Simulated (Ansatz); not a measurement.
# TePt (R-3m) in Ansatz: reference runs

Aim: a first look at TePt with PBEsol, on the cell as given and on a disturbed one.

Everything below comes from runs of Ansatz 0.2.0. Logs are shortened: lines on timing, memory, paths and dates and some standing lists are left out, and cuts for length are marked.

**1. The crystal as given**

Symmetry: R-3m, No. 166, trigonal system. The conventional cell has a = 3.963 Å, b = 3.963 Å, c = 19.983 Å, α = 90.00°, β = 90.00°, γ = 120.00°. Around Pt (site symmetry 3m) lie 3 Te at 2.59 Å and 3 Pt at 2.72 Å. Te (site symmetry 3m) is surrounded by 3 Pt at 2.59 Å.

**2. Single point, PBEsol**

The input, input.yaml:

```yaml
crystal:
  lattice:
    - [1.9815661262, 1.1440577364, 6.6610334788]
    - [-1.9815661262, 1.1440577364, 6.6610334788]
    - [0.0, -2.2881154728, 6.6610334788]
  atoms:
    - { symbol: Pt, position: [0.1296666667, 0.1296666667, 0.1296666667] }
    - { symbol: Pt, position: [0.8703333333, 0.8703333333, 0.8703333333] }
    - { symbol: Te, position: [0.402, 0.402, 0.402] }
    - { symbol: Te, position: [0.598, 0.598, 0.598] }
kpoints:
  mp_grid: { grid: [8, 8, 8] }
scf:
  occupations: { method: fermi_dirac, width: 0.05 }
hamiltonian:
  xc: pbesol
  pseudopotentials: { kind: all_electron, lapw: { basis_error: 0.001 } }
output:
  forces: true
  stress: true
  eigenvalues: true
  populations: true
```

Potentials or basis: all-electron LAPW, scalar-relativistic.

The run is started by

```bash
$ ansatz run input.yaml --threads 2 --pin off --max-ram 8192MiB --backend cpu --events-out ev --progress --plain --runs-dir out
```

Standard output:

```text
Warning: RAYON_NUM_THREADS=2 ignored (pool sized by the plan → 2); use --threads N
Pt: projections on atomic orbitals take those of the free atom 1s2 2s2 2p6 3s2 3p6 3d10 4s2 4p6 4d10 4f14 5s2 5p6 5d9 6s1, of charge +0.00 (hamiltonian.pseudopotentials.projection_atoms)
Te: projections on atomic orbitals take those of the free atom 1s2 2s2 2p6 3s2 3p6 3d10 4s2 4p6 4d10 5s2 5p4, of charge +0.00 (hamiltonian.pseudopotentials.projection_atoms)
LAPW: plane waves up to 9.031 Å⁻¹, error target 1.0e-3 eV per atom; small_component_spin mean_spin; Te in spheres of 1.286 Å, 24 of its electrons in bands, Dirac shells []; Pt in spheres of 1.307 Å, 42 of its electrons in bands, Dirac shells [] (how accurate: hamiltonian.pseudopotentials.lapw.basis_error, Limitations)
Engine: ansatz 0.2.0, x86_64-unknown-linux-gnu
Pseudopotentials: kind: all_electron
Pseudopotential: Pt, LAPW, valence charge 42, lapw/all_electron/scalar/gaussian/Pt, Koelling and Harmon's equation, gaussian nucleus
Pseudopotential: Te, LAPW, valence charge 24, lapw/all_electron/scalar/gaussian/Te, Koelling and Harmon's equation, gaussian nucleus
Functional definition: PBEsol
  exchange = pbesol_x
  correlation = pbesol_c
Crystal: 4 atoms, lattice volume = 90.604 Å³
Basis set: ecut = 310.7526838807872 eV, 1117 PW (Γ), FFT grids on a1−a3, a2−a3, a3, exchange–correlation at level 2
Bands: 80, of which v1, the nominal top of the filled ones, is band 66 counted from 1 (65 counted from 0)
Symmetry: 12 space group operations
Space group: R-3m (ITA 166), of the structure as read, at distance tolerance 4.5e-5 Å
[... 32 lines left out ...]
  E_closure    = 0.000000  (closes the sum)
  E_atoms      = -1371227.229492  (free atoms, spherical and without spin; not in F)
  Σ components = -1371249.544332   (vs F -1371249.544332, Δ=0.00e0)
  Basis errors (estimates in eV, not in F): energy 4.1e-4 per atom: plane waves 3.7e-4 (2.1e-4 summed), levels above the bands 5.9e-105, relativity 6.3e-8, radial functions 4.2e-5, core shells 6.5e-7; eigenvalues (radial functions only) 1.1e-6; not estimated: angular momenta, meshes, grids; target (lapw.basis_error) 1.0e-3; muffin-tin radii Te 1.286 Å, Pt 1.307 Å
--- Forces (eV/Å), atoms counted from 1 ---
  atom   1  Pt     0.00000000    -0.00000000     0.19284031
  atom   2  Pt     0.00000000     0.00000000    -0.19284031
  atom   3  Te    -0.00000000    -0.00000000    -0.08594216
  atom   4  Te     0.00000000     0.00000000     0.08594216
  max |Σ_I F_I| component: 2.31e-18 eV/Å
--- Stress (GPa, compression-positive) ---
       -0.202818       0.000000       0.000000
        0.000000      -0.202818       0.000000
        0.000000       0.000000      -0.570813
  P = ⅓ Tr σ = -0.3255 GPa (-3.255 kbar)
--- Band table (eV; the first three rows and the last of 65) ---
  k-point 0: bands = ["-285.3121", "-285.3121", "-285.3121", "-285.3121", "-285.2342", "-285.2342", "-285.2342", "-285.2342", "-285.2139", "-285.2139", "-141.9527", "-141.9527", "-92.0628", "-92.0628", "-92.0628", "-92.0628", "-92.0463", "-92.0462", "-80.6951", "-80.6737", "-49.2620", "-49.2605", "-49.2378", "-49.2378", "-49.2369", "-49.2369", "-49.2320", "-49.2312", "-49.1826", "-49.1826", "-49.1820", "-49.1820", "-49.1383", "-49.1378", "-35.0027", "-35.0027", "-34.8730", "-34.8730", "-34.8350", "-34.7332", "-19.5178", "-19.5178", "-19.5132", "-19.5132", "-19.4920", "-19.4920", "-19.4902", "-19.4902", "-19.4850", "-19.4831", "4.3980", "5.9528", "10.9240", "12.2418", "12.2418", "12.9249", "12.9249", "13.3636", "14.7028", "14.7028", "15.7763", "15.7763", "16.0062", "18.4493", "18.4493", "18.6195", "19.0130", "20.6297", "20.6297", "22.3331", "23.8143", "24.1273", "24.1273", "25.5953", "25.8497", "25.8497", "26.5186", "28.5322", "28.5322", "28.7882"]
  k-point 1: bands = ["-285.3121", "-285.3121", "-285.3121", "-285.3121", "-285.2342", "-285.2342", "-285.2342", "-285.2342", "-285.2139", "-285.2139", "-141.9527", "-141.9527", "-92.0628", "-92.0628", "-92.0628", "-92.0628", "-92.0463", "-92.0462", "-80.6943", "-80.6744", "-49.2619", "-49.2606", "-49.2378", "-49.2378", "-49.2369", "-49.2368", "-49.2320", "-49.2312", "-49.1826", "-49.1826", "-49.1820", "-49.1820", "-49.1383", "-49.1379", "-35.0051", "-35.0029", "-34.8906", "-34.8709", "-34.8179", "-34.7336", "-19.5178", "-19.5174", "-19.5135", "-19.5128", "-19.4924", "-19.4921", "-19.4903", "-19.4897", "-19.4846", "-19.4827", "4.5590", "6.0087", "11.0873", "12.2771", "12.3174", "12.7080", "13.1270", "13.4240", "14.3244", "14.4698", "15.7479", "15.7959", "16.0797", "17.1770", "18.3587", "18.8735", "19.4844", "19.9972", "20.2071", "22.9724", "23.3890", "24.0353", "24.5476", "24.8560", "25.9952", "26.3381", "27.6503", "28.0092", "28.4732", "29.2404"]
  k-point 2: bands = ["-285.3121", "-285.3121", "-285.3121", "-285.3121", "-285.2342", "-285.2342", "-285.2342", "-285.2342", "-285.2139", "-285.2139", "-141.9527", "-141.9527", "-92.0628", "-92.0628", "-92.0628", "-92.0628", "-92.0463", "-92.0462", "-80.6923", "-80.6764", "-49.2618", "-49.2607", "-49.2379", "-49.2377", "-49.2369", "-49.2367", "-49.2319", "-49.2313", "-49.1826", "-49.1825", "-49.1821", "-49.1820", "-49.1382", "-49.1379", "-35.0106", "-35.0028", "-34.9164", "-34.8662", "-34.7929", "-34.7352", "-19.5179", "-19.5164", "-19.5142", "-19.5116", "-19.4934", "-19.4922", "-19.4905", "-19.4887", "-19.4837", "-19.4817", "4.9902", "6.1648", "11.3722", "11.8856", "12.4144", "12.8790", "13.4244", "13.6599", "14.0424", "14.2398", "15.4884", "15.6363", "15.9007", "16.1344", "17.2170", "18.0794", "18.9925", "19.4456", "21.0141", "22.1338", "23.0930", "24.4781", "25.3681", "25.7213", "25.9037", "27.2534", "27.9378", "28.5083", "29.0669", "29.7035"]
  k-point 64: bands = ["-285.3121", "-285.3121", "-285.3121", "-285.3121", "-285.2342", "-285.2342", "-285.2342", "-285.2342", "-285.2139", "-285.2139", "-141.9527", "-141.9527", "-92.0628", "-92.0628", "-92.0628", "-92.0628", "-92.0463", "-92.0462", "-80.6951", "-80.6737", "-49.2620", "-49.2605", "-49.2378", "-49.2378", "-49.2369", "-49.2369", "-49.2320", "-49.2312", "-49.1826", "-49.1826", "-49.1820", "-49.1820", "-49.1383", "-49.1379", "-35.0027", "-35.0027", "-34.8730", "-34.8730", "-34.8350", "-34.7332", "-19.5178", "-19.5178", "-19.5132", "-19.5132", "-19.4925", "-19.4925", "-19.4897", "-19.4897", "-19.4857", "-19.4824", "4.9792", "5.0872", "12.2687", "12.2687", "12.2702", "12.8634", "12.8634", "12.8974", "14.7188", "14.7188", "15.7936", "15.7936", "16.0521", "16.1428", "19.0117", "19.0117", "19.7242", "19.7242", "21.2718", "22.2757", "22.5157", "24.5543", "24.5543", "26.1218", "26.1218", "26.8846", "27.7516", "27.9649", "27.9649", "29.1314"]
--- Löwdin populations: 4 sites ---
  site symbol       q [e]
     0     Pt     77.8763
     1     Pt     77.8763
     2     Te     51.9129
     3     Te     51.9129
  spilling = 0.001622 (of n_electrons = 260.000000)
```

Run time: 55 s. Hardware: 2 threads of Intel Xeon Platinum 8375C at 2.90GHz (Ice Lake), shared host; peak memory 1.1 GiB.

What came out:

* Free energy: -1371249.5443 eV
* Pressure: -0.3 GPa
* Largest force: 0.193 eV/Å
* Band gap on the k mesh: none (metal or under the smearing width)

Forces in eV/Å, atoms in the order of the input:
```
Pt   0.000  0.000  0.193
Pt   0.000  0.000 -0.193
Te   0.000  0.000 -0.086
Te   0.000  0.000  0.086
```

Spin-orbit coupling is left out, which matters for the levels of Pt, Te.

**3. Single point, PBEsol (atoms moved at random, drawn with an rms of 0.05 Å)**

input.yaml, as its differences from that of step 2:

```diff
@@ -6,6 +6,6 @@
   atoms:
-    - { symbol: Pt, position: [0.1296666667, 0.1296666667, 0.1296666667] }
-    - { symbol: Pt, position: [0.8703333333, 0.8703333333, 0.8703333333] }
-    - { symbol: Te, position: [0.402, 0.402, 0.402] }
-    - { symbol: Te, position: [0.598, 0.598, 0.598] }
+    - { symbol: Pt, position: [0.126341, 0.136985, 0.121941] }
+    - { symbol: Pt, position: [0.859459, 0.8866, 0.868381] }
+    - { symbol: Te, position: [0.405615, 0.398825, 0.40234] }
+    - { symbol: Te, position: [0.594208, 0.595958, 0.599993] }
 kpoints:
```

Potentials or basis: all-electron LAPW, scalar-relativistic.

The run is started by

```bash
$ ansatz run input.yaml --threads 2 --pin off --max-ram 8192MiB --backend cpu --events-out ev --progress --plain --runs-dir out
```

Standard output:

```text
Warning: RAYON_NUM_THREADS=2 ignored (pool sized by the plan → 2); use --threads N
Pt: projections on atomic orbitals take those of the free atom 1s2 2s2 2p6 3s2 3p6 3d10 4s2 4p6 4d10 4f14 5s2 5p6 5d9 6s1, of charge +0.00 (hamiltonian.pseudopotentials.projection_atoms)
Te: projections on atomic orbitals take those of the free atom 1s2 2s2 2p6 3s2 3p6 3d10 4s2 4p6 4d10 5s2 5p4, of charge +0.00 (hamiltonian.pseudopotentials.projection_atoms)
LAPW: plane waves up to 9.343 Å⁻¹, error target 1.0e-3 eV per atom; small_component_spin mean_spin; Te in spheres of 1.251 Å, 24 of its electrons in bands, Dirac shells []; Pt in spheres of 1.270 Å, 42 of its electrons in bands, Dirac shells [] (how accurate: hamiltonian.pseudopotentials.lapw.basis_error, Limitations)
[... 4 set-up lines as earlier in the session ...]
[... 55 lines left out ...]
--- Band table (eV; the first three rows and the last of 260) ---
  k-point 0: bands = ["-285.3517", "-285.3445", "-285.3357", "-285.3296", "-285.2728", "-285.2715", "-285.2571", "-285.2559", "-285.2496", "-285.2353", "-141.9551", "-141.9445", "-92.0683", "-92.0641", "-92.0592", "-92.0524", "-92.0490", "-92.0368", "-80.7289", "-80.7031", "-49.2995", "-49.2827", "-49.2752", "-49.2742", "-49.2681", "-49.2604", "-49.2569", "-49.2526", "-49.2204", "-49.2163", "-49.2066", "-49.2009", "-49.1762", "-49.1607", "-35.0417", "-35.0328", "-34.9187", "-34.9112", "-34.8571", "-34.7602", "-19.5252", "-19.5222", "-19.5117", "-19.5106", "-19.4971", "-19.4962", "-19.4893", "-19.4854", "-19.4839", "-19.4759", "4.3682", "5.8843", "10.9727", "12.2011", "12.2086", "12.8456", "12.8644", "13.3435", "14.6193", "14.6952", "15.6080", "15.6778", "15.9440", "18.5540", "18.5704", "18.6870", "19.1475", "20.6915", "20.7058", "22.3104", "23.6819", "24.0673", "24.1638", "25.5781", "25.8198", "25.8988", "26.5729", "28.4382", "28.4943", "28.7508"]
  k-point 1: bands = ["-285.3517", "-285.3445", "-285.3357", "-285.3296", "-285.2728", "-285.2715", "-285.2571", "-285.2559", "-285.2496", "-285.2353", "-141.9551", "-141.9445", "-92.0683", "-92.0641", "-92.0592", "-92.0524", "-92.0490", "-92.0368", "-80.7285", "-80.7036", "-49.2995", "-49.2827", "-49.2752", "-49.2742", "-49.2681", "-49.2604", "-49.2569", "-49.2526", "-49.2204", "-49.2163", "-49.2066", "-49.2009", "-49.1762", "-49.1607", "-35.0452", "-35.0309", "-34.9334", "-34.9068", "-34.8459", "-34.7609", "-19.5251", "-19.5220", "-19.5119", "-19.5102", "-19.4972", "-19.4961", "-19.4892", "-19.4853", "-19.4838", "-19.4756", "4.5291", "5.9432", "11.1291", "12.2305", "12.2834", "12.6251", "13.0504", "13.4165", "14.2909", "14.4382", "15.6270", "15.6836", "16.0376", "17.2603", "18.4527", "18.9468", "19.5281", "20.0421", "20.2620", "22.9644", "23.3797", "23.9930", "24.5622", "24.8473", "25.9475", "26.3741", "27.6927", "27.9773", "28.5001", "29.2333"]
  k-point 2: bands = ["-285.3517", "-285.3445", "-285.3357", "-285.3296", "-285.2728", "-285.2715", "-285.2571", "-285.2559", "-285.2496", "-285.2353", "-141.9551", "-141.9445", "-92.0683", "-92.0641", "-92.0592", "-92.0524", "-92.0490", "-92.0368", "-80.7273", "-80.7047", "-49.2995", "-49.2827", "-49.2752", "-49.2743", "-49.2681", "-49.2604", "-49.2569", "-49.2526", "-49.2204", "-49.2163", "-49.2066", "-49.2009", "-49.1762", "-49.1607", "-35.0513", "-35.0275", "-34.9562", "-34.9025", "-34.8252", "-34.7633", "-19.5252", "-19.5215", "-19.5125", "-19.5092", "-19.4977", "-19.4958", "-19.4889", "-19.4849", "-19.4835", "-19.4748", "4.9600", "6.1053", "11.3843", "11.8334", "12.3801", "12.7916", "13.4431", "13.5730", "14.0115", "14.2451", "15.4228", "15.5556", "15.8462", "16.2070", "17.2135", "18.1099", "19.0244", "19.4866", "20.9785", "22.1475", "23.1195", "24.5139", "25.4320", "25.7383", "25.8861", "27.2856", "27.8990", "28.4541", "29.1008", "29.7558"]
  k-point 259: bands = ["-285.3517", "-285.3445", "-285.3357", "-285.3296", "-285.2728", "-285.2715", "-285.2571", "-285.2559", "-285.2496", "-285.2353", "-141.9551", "-141.9445", "-92.0683", "-92.0641", "-92.0592", "-92.0524", "-92.0490", "-92.0368", "-80.7289", "-80.7031", "-49.2995", "-49.2827", "-49.2752", "-49.2742", "-49.2681", "-49.2604", "-49.2569", "-49.2526", "-49.2204", "-49.2163", "-49.2066", "-49.2009", "-49.1762", "-49.1607", "-35.0417", "-35.0328", "-34.9187", "-34.9112", "-34.8571", "-34.7602", "-19.5252", "-19.5222", "-19.5117", "-19.5106", "-19.4972", "-19.4963", "-19.4894", "-19.4853", "-19.4837", "-19.4758", "4.9612", "5.0217", "12.1782", "12.2338", "12.2803", "12.7867", "12.7997", "12.9456", "14.6401", "14.7235", "15.6292", "15.6899", "15.9859", "16.2578", "19.0631", "19.1080", "19.8074", "19.8303", "21.3315", "22.2660", "22.4975", "24.5245", "24.5887", "25.9611", "26.0754", "26.8841", "27.7588", "28.0522", "28.0635", "29.1531"]
--- Löwdin populations: 4 sites ---
  site symbol       q [e]
     0     Pt     77.8775
     1     Pt     77.8774
     2     Te     51.9090
     3     Te     51.9041
  spilling = 0.001662 (of n_electrons = 260.000000)
```

populations.tsv:

```text
# site	symbol	l	j	q
# orbitals = lowdin
# n_electrons = 260.000000
# spilling = 0.001662
# projection_atom_Pt: 1s2 2s2 2p6 3s2 3p6 3d10 4s2 4p6 4d10 4f14 5s2 5p6 5d9 6s1
# projection_atom_Te: 1s2 2s2 2p6 3s2 3p6 3d10 4s2 4p6 4d10 5s2 5p4
0	Pt	0_1S	-	2.000000
0	Pt	0_2S	-	1.999991
0	Pt	0_3S	-	1.999892
0	Pt	0_4S	-	1.998912
0	Pt	0_5S	-	1.984027
0	Pt	0_6S	-	0.899381
0	Pt	1_2P	-	6.000000
0	Pt	1_3P	-	5.999999
0	Pt	1_4P	-	5.999964
0	Pt	1_5P	-	5.996149
0	Pt	2_3D	-	10.000000
0	Pt	2_4D	-	9.999986
0	Pt	2_5D	-	8.999179
0	Pt	3_4F	-	13.999985
1	Pt	0_1S	-	2.000000
1	Pt	0_2S	-	1.999991
1	Pt	0_3S	-	1.999890
1	Pt	0_4S	-	1.998891
1	Pt	0_5S	-	1.983738
1	Pt	0_6S	-	0.899123
1	Pt	1_2P	-	6.000000
1	Pt	1_3P	-	5.999999
1	Pt	1_4P	-	5.999962
1	Pt	1_5P	-	5.996026
1	Pt	2_3D	-	10.000000
1	Pt	2_4D	-	9.999986
1	Pt	2_5D	-	8.999842
1	Pt	3_4F	-	13.999984
2	Te	0_1S	-	1.999999
2	Te	0_2S	-	1.999983
2	Te	0_3S	-	1.999744
2	Te	0_4S	-	1.996708
2	Te	0_5S	-	1.868529
2	Te	1_2P	-	6.000000
2	Te	1_3P	-	5.999978
2	Te	1_4P	-	5.998275
2	Te	1_5P	-	4.046964
2	Te	2_3D	-	9.999998
2	Te	2_4D	-	9.998789
3	Te	0_1S	-	1.999999
3	Te	0_2S	-	1.999982
3	Te	0_3S	-	1.999736
3	Te	0_4S	-	1.996607
3	Te	0_5S	-	1.865838
3	Te	1_2P	-	6.000000
3	Te	1_3P	-	5.999978
3	Te	1_4P	-	5.998225
3	Te	1_5P	-	4.044931
3	Te	2_3D	-	9.999998
3	Te	2_4D	-	9.998758
```

Wall time 6.5 min (2 threads of Intel Xeon Platinum 8375C at 2.90GHz (Ice Lake), shared host); peak memory 3 GiB.

What came out:

- Free energy: -1371249.4948 eV
- Pressure: 0.6 GPa
- Largest force: 0.938 eV/Å
- Band gap on the k mesh: none (metal or under the smearing width)

Forces on the atoms (eV/Å):
```
Pt   0.121 -0.228  0.578
Pt   0.589 -0.151 -0.715
Te  -0.272  0.168 -0.325
Te  -0.438  0.211  0.462
```

Stress tensor (GPa, compression positive):
```
 1.00 -0.07  0.05
-0.07  0.72  0.23
 0.05  0.23  0.17
```

Spin-orbit coupling is left out, which matters for the levels of Pt, Te.
